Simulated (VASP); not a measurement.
Here is a VASP 6.6.1 calculation.

The input INCAR:

```
SYSTEM = P
PREC     = Accurate       ! precision mode
ENCUT    = 520            ! plane-wave cutoff, eV
EDIFF    = 1E-7           ! SCF threshold, eV
ISMEAR   = -1             ! smearing method
SIGMA    = 0.05           ! smearing width, eV
LREAL    = .FALSE.        ! projectors in reciprocal space
LASPH    = .TRUE.         ! aspherical terms in the spheres
NELM     = 80             ! most SCF steps
ALGO     = Normal         ! electronic algorithm
ISIF     = 2              ! what is computed and relaxed
LWAVE    = .FALSE.        ! write WAVECAR
LCHARG   = .TRUE.         ! write CHGCAR
METAGGA  = SCAN           ! meta-GGA
LMIXTAU  = .TRUE.       
LELF     = .TRUE.         ! ELF
LVHAR    = .TRUE.       
LVACPOTAV= .TRUE.       
NBANDS   = 18             ! bands
```

File KPOINTS:

```
Automatic mesh
0
G
  12 9 1
  0 0 0
```

File POSCAR:

```
P
1.0
    3.3136000000      0.0000000000      0.0000000000
    0.0000000000      4.3763000000      0.0000000000
    0.0000000000      0.0000000000     18.1308060800
P
4
Direct
    0.0000000000      0.0805600000      0.5587620338
    0.0000000000      0.9194400000      0.4412379662
    0.5000000000      0.5805600000      0.4412379662
    0.5000000000      0.4194400000      0.5587620338
```

Potentials or basis: VASP PAW PBE potentials, release 64 (P).

Run with:

```sh
$ cat potpaw_PBE.64/P/POTCAR > POTCAR
$ mpirun -np 1 vasp_std > vasp.out
```

Problem. Estimate the band gap on the k mesh.

Solution. 0.93 eV, direct.

Problem. Predict the largest force.

Solution. 0.412 eV/Å.

Forces in eV/Å, atoms in the order of the input:
```
P    0.000  0.356 -0.208
P    0.000 -0.356  0.208
P    0.000  0.356  0.208
P    0.000 -0.356 -0.208
```

Caveat: the PAW data sets were made with another functional, which shifts forces and pressure a little. SCAN opens gaps a little over a GGA but as a rule still falls short of measured ones.
